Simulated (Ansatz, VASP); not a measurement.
B: VASP beside Ansatz

```xyz
2
Lattice="0.0000 2.0104 2.0104 2.0104 0.0000 2.0104 2.0104 2.0104 0.0000" Properties=species:S:1:pos:R:3 pbc="T T T"
B    -0.5026   -0.5026   -0.5026
B     0.5026    0.5026    0.5026
```

Change from the starting cell: shortest bond scaled by 1, PAW files.

Alike in both runs: task electric field gradients; functional LDA; k mesh 13 × 13 × 13; occupations fermi-dirac, width 0.05 eV; no spin polarisation.

|  | VASP | Ansatz |
| --- | --- | --- |
| version | VASP 6.6.1 | Ansatz 0.2.0 |
| potentials or method | VASP PAW LDA potentials, release 64 (B) | PAW with Ansatz's default frozen-core files, scalar-relativistic |
| plane-wave cutoff (eV) | 520 | 420 |
| valence electrons in the cell | 6 | 6 |

|  | VASP | Ansatz | Ansatz less VASP |
| --- | --- | --- | --- |
| pressure (GPa) | -2.3 | -2.5 | -0.21 |
| Vzz of the field gradient on the site that differs most (V/Å²) | 0.0 | 0.0 | 0.00 |
